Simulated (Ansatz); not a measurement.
Level of theory: DFT, PBE, scalar-relativistic, no spin polarisation; plane waves to 420 eV with PAW datasets (Ansatz 0.2.0), 16×16×4 k-mesh, Gaussian smearing of 0.05 eV; PAW files: Ansatz's generated set soft_2.

The calculation on BX, where X is one element, gave:

| Quantity | Value |
| --- | --- |
| Space group | P6_3/mmc (No. 194) |
| Conventional cell | a = 2.512 Å, b = 2.512 Å, c = 8.387 Å, α = 90.00°, β = 90.00°, γ = 120.00° |
| Volume | 11.46 Å³/atom |
| Band gap | 4.39 eV |
| Smallest direct gap | 4.66 eV |
| Bader charges | B 2.22; X -2.22 e |
| Formation energy from the elements (0 K, uncorrected) | -1.25 eV/atom |

Sites: B on 2c, X on 2d.

Task: Which element is X?
A. O
B. F
C. C
D. N

Result: D. X is N, so the compound is BN.

The chain of runs began from a cell as deposited in COD, expanded in volume. The relaxation kept the space group but changed the cell's proportions, one axis by 16 % at equal volume, so the results may not describe the measured structure. The database's entry of this formula in the relaxed cell's space group, P6_3/mmc, has axes of 2.540 × 2.540 × 6.598 Å and 9.22 Å³/atom (2007), the relaxed one 2.512 × 2.512 × 8.387 Å and 11.46.

Kohn–Sham gaps of semilocal functionals lie under measured ones, often by a third or more. The structure is built of weakly bound layers, and this functional has no dispersion term, so their spacing and all that hangs on it (volume, the soft elastic constants, low modes, dielectric constants) are poorly given.
